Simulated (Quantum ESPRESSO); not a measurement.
# La (Im-3m) in Quantum ESPRESSO: further runs, part 2 of 3

Quantum ESPRESSO 7.5. Earlier steps stand in the parts before.

## (3) Phonon dispersion, PBE

File pw.in:

```
&CONTROL
  calculation = 'scf'
  prefix = 'pwscf'
  outdir = './tmp'
  pseudo_dir = './pseudo'
  tprnfor = .true.
  tstress = .true.
  disk_io = 'low'
/
&SYSTEM
  ibrav = 0
  nat = 1
  ntyp = 1
  ecutwfc = 45
  ecutrho = 360
  nbnd = 11
  occupations = 'smearing'
  smearing = 'mv'
  degauss = 0.01469973
/
&ELECTRONS
  conv_thr = 2d-10
  electron_maxstep = 120
  mixing_beta = 0.5
/
ATOMIC_SPECIES
La   138.9055 la_pbe_v1.uspp.F.UPF
CELL_PARAMETERS angstrom
  -2.1238310710    2.1238310710    2.1238310710
   2.1238310710   -2.1238310710    2.1238310710
   2.1238310710    2.1238310710   -2.1238310710
ATOMIC_POSITIONS angstrom
La     0.0000000000    0.0000000000    0.0000000000
K_POINTS automatic
10 10 10 0 0 0
```

File relax.in:

```
&CONTROL
  calculation = 'vc-relax'
  prefix = 'pwscf'
  outdir = './tmp'
  pseudo_dir = './pseudo'
  tprnfor = .true.
  tstress = .true.
  disk_io = 'low'
  nstep = 40
  forc_conv_thr = 0.0001
  etot_conv_thr = 1d-06
/
&SYSTEM
  ibrav = 0
  nat = 1
  ntyp = 1
  ecutwfc = 45
  ecutrho = 360
  nbnd = 11
  occupations = 'smearing'
  smearing = 'mv'
  degauss = 0.01469973
/
&ELECTRONS
  conv_thr = 2d-10
  electron_maxstep = 120
  mixing_beta = 0.5
/
&IONS
  ion_dynamics = 'bfgs'
/
&CELL
  cell_dynamics = 'bfgs'
  press = 0
  press_conv_thr = 0.2
/
ATOMIC_SPECIES
La   138.9055 la_pbe_v1.uspp.F.UPF
CELL_PARAMETERS angstrom
  -2.1238310710    2.1238310710    2.1238310710
   2.1238310710   -2.1238310710    2.1238310710
   2.1238310710    2.1238310710   -2.1238310710
ATOMIC_POSITIONS angstrom
La     0.0000000000    0.0000000000    0.0000000000
K_POINTS automatic
10 10 10 0 0 0
```

File scf2.in:

```
&CONTROL
  calculation = 'scf'
  prefix = 'pwscf'
  outdir = './tmp'
  pseudo_dir = './pseudo'
  tprnfor = .true.
  tstress = .true.
  disk_io = 'low'
/
&SYSTEM
  ibrav = 0
  nat = 1
  ntyp = 1
  ecutwfc = 45
  ecutrho = 360
  nbnd = 11
  occupations = 'smearing'
  smearing = 'mv'
  degauss = 0.01469973
/
&ELECTRONS
  conv_thr = 1d-13
  electron_maxstep = 120
  mixing_beta = 0.5
  startingpot = 'file'
  startingwfc = 'file'
/
ATOMIC_SPECIES
La   138.9055 la_pbe_v1.uspp.F.UPF
CELL_PARAMETERS angstrom
  -2.1147916933    2.1147916933    2.1147916933
   2.1147916933   -2.1147916933    2.1147916933
   2.1147916933    2.1147916933   -2.1147916933
ATOMIC_POSITIONS angstrom
La     0.0000000000    0.0000000000    0.0000000000
K_POINTS automatic
10 10 10 0 0 0
```

File ph.in:

```
phonon_bands of La
&INPUTPH
  prefix = 'pwscf'
  outdir = './tmp'
  tr2_ph = 1d-18
  fildyn = 'dyn'
  niter_ph = 90
  alpha_mix(1) = 0.4
  ldisp = .true.
  nq1 = 2
  nq2 = 2
  nq3 = 2
/
```

File q2r.in:

```
&INPUT
  fildyn = 'dyn'
  zasr = 'crystal'
  flfrc = 'fc'
/
```

File matdyn.in:

```
&INPUT
  asr = 'crystal'
  flfrc = 'fc'
  flfrq = 'freq'
  q_in_cryst_coord = .true.
  flvec = ' '
/
80
 0.0000000000  0.0000000000  0.0000000000
 0.0312500000 -0.0312500000  0.0312500000
 0.0625000000 -0.0625000000  0.0625000000
 0.0937500000 -0.0937500000  0.0937500000
 0.1250000000 -0.1250000000  0.1250000000
 0.1562500000 -0.1562500000  0.1562500000
 0.1875000000 -0.1875000000  0.1875000000
 0.2187500000 -0.2187500000  0.2187500000
 0.2500000000 -0.2500000000  0.2500000000
 0.2812500000 -0.2812500000  0.2812500000
 0.3125000000 -0.3125000000  0.3125000000
 0.3437500000 -0.3437500000  0.3437500000
 0.3750000000 -0.3750000000  0.3750000000
 0.4062500000 -0.4062500000  0.4062500000
 0.4375000000 -0.4375000000  0.4375000000
 0.4687500000 -0.4687500000  0.4687500000
 0.5000000000 -0.5000000000  0.5000000000
 0.4545454545 -0.4545454545  0.5000000000
 0.4090909091 -0.4090909091  0.5000000000
 0.3636363636 -0.3636363636  0.5000000000
 0.3181818182 -0.3181818182  0.5000000000
 0.2727272727 -0.2727272727  0.5000000000
 0.2272727273 -0.2272727273  0.5000000000
 0.1818181818 -0.1818181818  0.5000000000
 0.1363636364 -0.1363636364  0.5000000000
 0.0909090909 -0.0909090909  0.5000000000
 0.0454545455 -0.0454545455  0.5000000000
 0.0000000000  0.0000000000  0.5000000000
 0.0000000000  0.0000000000  0.4583333333
 0.0000000000  0.0000000000  0.4166666667
 0.0000000000  0.0000000000  0.3750000000
 0.0000000000  0.0000000000  0.3333333333
 0.0000000000  0.0000000000  0.2916666667
 0.0000000000  0.0000000000  0.2500000000
 0.0000000000  0.0000000000  0.2083333333
 0.0000000000  0.0000000000  0.1666666667
 0.0000000000  0.0000000000  0.1250000000
 0.0000000000  0.0000000000  0.0833333333
 0.0000000000  0.0000000000  0.0416666667
 0.0000000000  0.0000000000  0.0000000000
 0.0166666667  0.0166666667  0.0166666667
 0.0333333333  0.0333333333  0.0333333333
 0.0500000000  0.0500000000  0.0500000000
 0.0666666667  0.0666666667  0.0666666667
 0.0833333333  0.0833333333  0.0833333333
 0.1000000000  0.1000000000  0.1000000000
 0.1166666667  0.1166666667  0.1166666667
 0.1333333333  0.1333333333  0.1333333333
 0.1500000000  0.1500000000  0.1500000000
 0.1666666667  0.1666666667  0.1666666667
 0.1833333333  0.1833333333  0.1833333333
 0.2000000000  0.2000000000  0.2000000000
 0.2166666667  0.2166666667  0.2166666667
 0.2333333333  0.2333333333  0.2333333333
 0.2500000000  0.2500000000  0.2500000000
 0.2666666667  0.2000000000  0.2666666667
 0.2833333333  0.1500000000  0.2833333333
 0.3000000000  0.1000000000  0.3000000000
 0.3166666667  0.0500000000  0.3166666667
 0.3333333333  0.0000000000  0.3333333333
 0.3500000000 -0.0500000000  0.3500000000
 0.3666666667 -0.1000000000  0.3666666667
 0.3833333333 -0.1500000000  0.3833333333
 0.4000000000 -0.2000000000  0.4000000000
 0.4166666667 -0.2500000000  0.4166666667
 0.4333333333 -0.3000000000  0.4333333333
 0.4500000000 -0.3500000000  0.4500000000
 0.4666666667 -0.4000000000  0.4666666667
 0.4833333333 -0.4500000000  0.4833333333
 0.5000000000 -0.5000000000  0.5000000000
 0.2500000000  0.2500000000  0.2500000000
 0.2222222222  0.2222222222  0.2777777778
 0.1944444444  0.1944444444  0.3055555556
 0.1666666667  0.1666666667  0.3333333333
 0.1388888889  0.1388888889  0.3611111111
 0.1111111111  0.1111111111  0.3888888889
 0.0833333333  0.0833333333  0.4166666667
 0.0555555556  0.0555555556  0.4444444444
 0.0277777778  0.0277777778  0.4722222222
 0.0000000000  0.0000000000  0.5000000000
```

File matdyn_dos.in:

```
&INPUT
  asr = 'crystal'
  flfrc = 'fc'
  dos = .true.
  fldos = 'phdos'
  nk1 = 15
  nk2 = 15
  nk3 = 15
  deltaE = 0.5
  flvec = ' '
  flfrq = ' '
/
```

File matdyn_mesh.in:

```
&INPUT
  asr = 'crystal'
  flfrc = 'fc'
  flfrq = 'mesh'
  q_in_cryst_coord = .true.
  flvec = ' '
/
1000
 0.05000000  0.05000000  0.05000000
 0.05000000  0.05000000  0.15000000
 0.05000000  0.05000000  0.25000000
[... 997 further points of the even 10 x 10 x 10 mesh, shifted by half a step ...]
```

Potentials or basis: GBRV 1.5 PBE.

The run is started by

```console
$ OMP_NUM_THREADS=1 pw.x -in pw.in > pw.out
$ OMP_NUM_THREADS=1 pw.x -in relax.in > relax.out
$ OMP_NUM_THREADS=1 pw.x -in scf2.in > scf2.out
$ OMP_NUM_THREADS=1 ph.x -in ph.in > ph.out
$ OMP_NUM_THREADS=1 q2r.x -in q2r.in > q2r.out
$ OMP_NUM_THREADS=1 matdyn.x -in matdyn.in > matdyn.out
$ OMP_NUM_THREADS=1 matdyn.x -in matdyn_dos.in > matdyn_dos.out
$ OMP_NUM_THREADS=1 matdyn.x -in matdyn_mesh.in > matdyn_mesh.out
```

pw.out:

```text
This program is part of the open-source Quantum ESPRESSO suite
     for quantum simulation of materials; please cite
[... 9 lines left out ...]
     --------------------
     sticks:   dense  smooth     PW     G-vecs:    dense   smooth      PW
     Sum        1299     649    233                29797    10473    2315

     Using Slab Decomposition

     bravais-lattice index     =            0
     lattice parameter (alat)  =       6.9515  a.u.
     unit-cell volume          =     258.5928 (a.u.)^3
     number of atoms/cell      =            1
     number of atomic types    =            1
     number of electrons       =        11.00
     number of Kohn-Sham states=           11
     kinetic-energy cutoff     =      45.0000  Ry
     charge density cutoff     =     360.0000  Ry
     scf convergence threshold =      2.0E-10
     mixing beta               =       0.5000
     number of iterations used =            8  plain     mixing
     Exchange-correlation= SLA  PW   PBE  PBE
                           (   1   4   3   4   0   0   0)

     celldm(1)=   6.951515  celldm(2)=   0.000000  celldm(3)=   0.000000
     celldm(4)=   0.000000  celldm(5)=   0.000000  celldm(6)=   0.000000

     crystal axes: (cart. coord. in units of alat)
               a(1) = (  -0.577350   0.577350   0.577350 )
               a(2) = (   0.577350  -0.577350   0.577350 )
               a(3) = (   0.577350   0.577350  -0.577350 )

     reciprocal axes: (cart. coord. in units 2 pi/alat)
               b(1) = ( -0.000000  0.866025  0.866025 )
               b(2) = (  0.866025 -0.000000  0.866025 )
               b(3) = (  0.866025  0.866025  0.000000 )

     PseudoPot. # 1 for La read from file:
     la_pbe_v1.uspp.F.UPF
     Pseudo is Ultrasoft + core correction, Zval = 11.0
     Generated by new atomic code, or converted to UPF format
     Using radial grid of  995 points,  8 beta functions with:
                l(1) =   0
                l(2) =   0
                l(3) =   1
                l(4) =   1
                l(5) =   2
                l(6) =   2
                l(7) =   3
                l(8) =   3
     Q(r) pseudized with  8 coefficients,  rinner =    1.700   1.700   1.700
                                                       1.700   1.700   1.700
                                                       1.700

     atomic species   valence    mass     pseudopotential
     La               11.00   138.90550     La( 1.00)

     48 Sym. Ops., with inversion, found

   Cartesian axes

     site n.     atom                  positions (alat units)
         1        La     tau(   1) = (   0.0000000   0.0000000   0.0000000  )

     number of k points=    47  Marzari-Vanderbilt smearing, width (Ry)=  0.0147
                       cart. coord. in units 2pi/alat
        k(    1) = (   0.0000000   0.0000000   0.0000000), wk =   0.0020000
        k(    2) = (   0.0866025   0.0866025   0.0000000), wk =   0.0240000
        k(    3) = (   0.1732051   0.1732051   0.0000000), wk =   0.0240000
        k(    4) = (   0.2598076   0.2598076   0.0000000), wk =   0.0240000
        k(    5) = (   0.3464102   0.3464102   0.0000000), wk =   0.0240000
        k(    6) = (  -0.4330127  -0.4330127   0.0000000), wk =   0.0120000
[... 39 lines left out ...]
        k(   46) = (  -0.8660254  -0.0866025  -0.0866025), wk =   0.0240000
        k(   47) = (  -0.8660254  -0.8660254  -0.8660254), wk =   0.0020000

     Dense  grid:    29797 G-vectors     FFT dimensions: (  45,  45,  45)

     Smooth grid:    10473 G-vectors     FFT dimensions: (  30,  30,  30)

     Check: negative core charge=   -0.000001

     Initial potential from superposition of free atoms

     starting charge      10.9679, renormalised to      11.0000

     negative rho (up, down):  6.962E-02 0.000E+00
     Starting wfcs are   20 randomized atomic wfcs

     Self-consistent Calculation

     iteration #  1     ecut=    45.00 Ry     beta= 0.50
     Davidson diagonalization with overlap
     ethr =  1.00E-02,  avg # of iterations =  1.9

     Threshold (ethr) on eigenvalues was too large:
     Diagonalizing with lowered threshold

     Davidson diagonalization with overlap
     ethr =  2.80E-05,  avg # of iterations =  4.3

     negative rho (up, down):  6.162E-02 0.000E+00

     total energy              =    -102.55900934 Ry
     estimated scf accuracy    <       0.00522737 Ry

     iteration #  2     ecut=    45.00 Ry     beta= 0.50
     Davidson diagonalization with overlap
     ethr =  4.75E-05,  avg # of iterations =  1.8
[... 78 lines left out ...]
     iteration # 11     ecut=    45.00 Ry     beta= 0.50
     Davidson diagonalization with overlap
     ethr =  2.55E-12,  avg # of iterations =  1.3

     negative rho (up, down):  5.263E-02 0.000E+00

     End of self-consistent calculation

          k = 0.0000 0.0000 0.0000 (  1289 PWs)   bands (ev):

   -22.1383  -5.1203  -5.1203  -5.1203   7.6108  12.3110  12.3110  12.3110
    12.4364  12.4364  12.4364

          k = 0.0866 0.0866 0.0000 (  1334 PWs)   bands (ev):

   -22.1213  -5.2550  -5.1599  -5.1218   7.9104  11.9429  11.9537  12.4236
    12.4339  12.6658  12.6866
[... 218 lines left out ...]
   -21.8387  -6.0115  -5.9295  -5.8973   9.2191   9.3001  12.5522  12.6164
    12.6887  12.7403  13.1900

          k =-0.8660-0.8660-0.8660 (  1312 PWs)   bands (ev):

   -21.8262  -5.9705  -5.9705  -5.9705   9.0550   9.0550  12.5778  12.7186
    12.7186  12.7186  13.2089

     the Fermi energy is    10.8956 ev

!    total energy              =    -102.55946686 Ry
     estimated scf accuracy    <          9.4E-11 Ry
     smearing contrib. (-TS)   =      -0.00174560 Ry
     internal energy E=F+TS    =    -102.55772127 Ry

     The total energy is F=E-TS. E is the sum of the following terms:
     one-electron contribution =      -5.92243778 Ry
     hartree contribution      =       7.42654329 Ry
     xc contribution           =     -49.20300787 Ry
     ewald contribution        =     -54.85881890 Ry

     convergence has been achieved in  11 iterations

     negative rho (up, down):  5.263E-02 0.000E+00

     Forces acting on atoms (cartesian axes, Ry/au):

     atom    1 type  1   force =     0.00000000    0.00000000    0.00000000

     Total force =     0.000000     Total SCF correction =     0.000000

     Computing stress (Cartesian axis) and pressure

     negative rho (up, down):  5.263E-02 0.000E+00
          total   stress  (Ry/bohr**3)                   (kbar)     P=       -3.21
  -0.00002183  -0.00000000   0.00000000           -3.21       -0.00        0.00
  -0.00000000  -0.00002183  -0.00000000           -0.00       -3.21       -0.00
   0.00000000  -0.00000000  -0.00002183            0.00       -0.00       -3.21

=------------------------------------------------------------------------------=
   JOB DONE.
=------------------------------------------------------------------------------=
```

Run time: 13 min. Hardware: 1 thread of Arm Neoverse V1, shared host; peak memory 0.32 GiB.

Results:

```
Free energy                            : -1395.3931 eV
Relaxed volume                         : 37.83 Å³/atom
Relaxed cell                           : a = 3.663 Å, b = 3.663 Å, c = 3.663 Å, α = 109.47°, β = 109.47°, γ = 109.47°
Space group after relaxing (to 0.05 Å) : Im-3m (No. 229)
Pressure after relaxing                : 0.0 GPa
Band gap on the k mesh                 : none (metal or under the smearing width)
Highest phonon frequency               : 65 cm⁻¹
Most unstable mode                     : 58i cm⁻¹
```

Step by step:
```tsv
step	energy change (eV)	largest force (eV/Å)	pressure (GPa)	volume (Å³)
1	0.0000	0.0000	-0.32	38.32
2	-0.0001	0.0000	-0.28	38.26
3	-0.0003	0.0000	-0.22	38.16
4	-0.0004	0.0000	-0.13	38.02
5	-0.0005	0.0000	0.00	37.83
6	-0.0005	0.0000	0.00	37.83
```

Final structure:
```cif
data_structure
_symmetry_space_group_name_H-M 'P 1'
_symmetry_Int_Tables_number 1
_cell_length_a 3.6629
_cell_length_b 3.6629
_cell_length_c 3.6629
_cell_angle_alpha 109.471
_cell_angle_beta 109.471
_cell_angle_gamma 109.471
_cell_volume 37.83
loop_
_atom_site_label
_atom_site_type_symbol
_atom_site_fract_x
_atom_site_fract_y
_atom_site_fract_z
_atom_site_occupancy
La1 La 0.00000 0.00000 0.00000 1
```

Levels at points of the mesh, in eV from the Fermi level:
```
              k point  band 3  band 4  band 5  band 6  band 7  band 8  band 9  band 10
   (0.00, 0.00, 0.00)  -15.97  -15.97   -3.28    1.43    1.43    1.43    1.56     1.56
  (0.00, 0.00, -0.50)  -16.38  -15.99   -1.84   -0.22    1.56    1.61    1.90     2.15
(-0.50, -0.50, -0.50)  -16.85  -16.85   -1.87   -1.87    1.71    1.86    1.86     1.86
```

Phonon frequencies in cm⁻¹ (negative: imaginary):
```csv
q point,frequencies
"(0.000, 0.000, 0.000)",0 0 0
"(0.219, -0.219, 0.219)",16 16 18
"(0.438, -0.438, 0.438)",62 62 62
"(0.273, -0.273, 0.500)",31 45 56
"(0.000, 0.000, 0.458)",-58 -30 41
"(0.000, 0.000, 0.167)",-29 -15 21
"(0.050, 0.050, 0.050)",-19 -19 18
"(0.167, 0.167, 0.167)",-49 -49 21
"(0.283, 0.150, 0.283)",-56 -40 -40
"(0.400, -0.200, 0.400)",17 49 49
"(0.250, 0.250, 0.250)",-48 -48 -48
"(0.056, 0.056, 0.444)",-58 -32 38
```

Phonon frequencies at the corners of the path (cm⁻¹, interpolated; i marks imaginary ones):
| point | frequencies |
| --- | --- |
| Γ | 0 0 0 |
| H | 65 65 65 |
| N | 58i 30i 42 |
| P | 48i 48i 48i |

Phonon states per cell in windows of 10 cm⁻¹ (negative: imaginary):
```tsv
from (cm⁻¹)	total
-60	0.33
-50	0.31
-40	0.33
-30	0.33
-20	0.19
-10	0.10
0	0.09
10	0.12
20	0.25
30	0.46
40	0.30
50	0.16
60	0.03
```

Caveat: some modes are imaginary; the q mesh is small, so phonon branches between its points and thermal values are rough.

(Part 2 of 3 ends here.)
